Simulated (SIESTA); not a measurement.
**Ta2N under changes of volume**

One of the cells (13.895 Å³/atom); the others are scaled copies at fixed shape and fractional positions:

```
Ta N
1.0
     3.13348    0.00000    0.00000
    -1.56674    2.71367    0.00000
     0.00000    0.00000    4.90209
Ta N
2 1
Direct
  0.33333 0.66667 0.25471
  0.66667 0.33333 0.74529
  0.00000 0.00000 0.00000
```

The cell comes from a database or a generator and needn't be the stable form of this composition.

| Property | Result |
| --- | --- |
| Program | SIESTA 5.4.2 |
| Functional | PBEsol |
| Potentials or basis | PseudoDojo 0.4 standard (PBEsol files) |
| Basis | DZP (energy shift 0.003 Ry; two zetas on semicore shells) |
| Grid cutoff | 800 Ry |
| Energy shift | 0.003 Ry |
| k mesh | 10 × 10 × 6 |
| Occupations | fermi-dirac, width 0.05 eV |
| Spin | no spin polarisation |

| volume (Å³/atom) | energy over the lowest point (meV/atom) | pressure (GPa) | largest force (eV/Å) |
| --- | --- | --- | --- |
| 12.805 | 20.84 | 13.3 | 0.697 |
| 13.077 | 4.56 | 6.0 | 0.537 |
| 13.350 | 0.00 | -0.5 | 0.391 |
| 13.895 | ? | ? | ? |
| 14.167 | 44.37 | -16.1 | 0.018 |
| 14.439 | 75.37 | -20.2 | 0.084 |

Question: What does the run at 13.895 Å³/atom give?

Answer: Energy over the lowest point 20.82 meV/atom; pressure -11.4 GPa; largest force 0.128 eV/Å.

Worked out: A Birch-Murnaghan fit of order 3 (a polynomial in V^(-2/3)) to the other rows has its minimum at 13.33 Å³/atom with B0 = V·E''(V) = 302 GPa and B' = 4.3 at fixed shape and positions, which overstates the stiffness. It gives 20.91 meV/atom at 13.895 Å³/atom, against the run's 20.82, and -dE/dV = -11.5 GPa, against -11.4.

Energies are extrapolated to zero smearing.

Caveats: short orbitals over semicore shells can move pressures by several GPa; the basis of atomic orbitals isn't converged, which shifts pressures, moduli and gaps.
